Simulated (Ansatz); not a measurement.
**Selenium, rhombohedral Se6 under LDA: structure and ground-state energy**

Aim: take selenium in the rhombohedral Se6 structure, relax it, then solve it on a dense k-mesh. Spin polarisation is left out. The k-meshes are 4×4×4 for the relaxation; 8×8×8 for the dense run. It starts from a deposited cell (COD).

Program: Ansatz 0.2.0. Level of theory: DFT LDA (PW92), plane waves (420 eV) with PAW, scalar-relativistic; PBE-made PAW files. These are calculated values, not measurements.

**1. The starting structure**

It takes space group R-3 (No. 148, trigonal). Conventional cell: a = 11.362 Å, b = 11.362 Å, c = 4.429 Å, α = 90.00°, β = 90.00°, γ = 120.00°. Se (site symmetry 1) has 2 Se at 2.36 Å as nearest neighbours.

Coordinates:

```cif
data_structure
_symmetry_space_group_name_H-M 'P 1'
_symmetry_Int_Tables_number 1
_cell_length_a 6.7239
_cell_length_b 6.7239
_cell_length_c 6.7239
_cell_angle_alpha 115.321
_cell_angle_beta 115.321
_cell_angle_gamma 115.321
_cell_volume 165.05
loop_
_atom_site_label
_atom_site_type_symbol
_atom_site_fract_x
_atom_site_fract_y
_atom_site_fract_z
_atom_site_occupancy
Se1 Se 0.28066 0.16251 0.91818 1
Se2 Se 0.91818 0.28066 0.16251 1
Se3 Se 0.16251 0.91818 0.28066 1
Se4 Se 0.71934 0.83749 0.08182 1
Se5 Se 0.08182 0.71934 0.83749 1
Se6 Se 0.83749 0.08182 0.71934 1
```

**2. Relaxation of the cell**

Contents of input.yaml:

```yaml
crystal:
  lattice:
    - [5.6809998619, 3.2799267995, 1.47633]
    - [-5.6809998619, 3.2799267995, 1.47633]
    - [0.0, -6.5598535991, 1.47633]
  atoms:
    - { symbol: Se, position: [0.28066, 0.16251, 0.91818] }
    - { symbol: Se, position: [0.91818, 0.28066, 0.16251] }
    - { symbol: Se, position: [0.16251, 0.91818, 0.28066] }
    - { symbol: Se, position: [0.71934, 0.83749, 0.08182] }
    - { symbol: Se, position: [0.08182, 0.71934, 0.83749] }
    - { symbol: Se, position: [0.83749, 0.08182, 0.71934] }
hamiltonian:
  xc: lda
  pseudopotentials:
    kind: paw
    azcp:
      Se: "pseudopotentials/Se.paw.azcp"
basis:
  ecutwfc: 420
  fft_grid_basis: typed
kpoints:
  mp_grid: { grid: [4, 4, 4], shift: [0, 0, 0] }
magnetization:
  spin_polarized: false
scf:
  occupations: { method: fermi_dirac, width: 0.05 }
relax:
  max_steps: 60
  f_tol: 0.01
  cell: {}
```

After this run come: The energy on a finer k-mesh.

What does the calculation give? Wanted: space group; conventional cell; volume; shortest distance; gap on the mesh; relative to trigonal.

**Answer**, as computed:

| quantity | value |
| --- | --- |
| space group (spins left aside) | R-3 (No. 148) |
| conventional cell | a = 10.632 Å, c = 4.339 Å (c/a = 0.408) |
| volume | 23.600 Å³/atom |
| shortest distance | 2.438 Å |
| against the deposited volume | -14.2 % (27.509 Å³/atom) |
| gap on the mesh | 0.74 eV |
| relative to trigonal (grey) selenium | +41 meV/atom |

In words: LDA puts the volume 14.2 % below the deposited one. It lies 41 meV/atom above the element's reference form at the same level (trigonal (grey) selenium, from a run of its own). The mesh shows a gap of 0.74 eV. The mesh samples the bands at few points and may miss the band edges. The symmetry was held, so the structure may be unstable against distortions that break it.
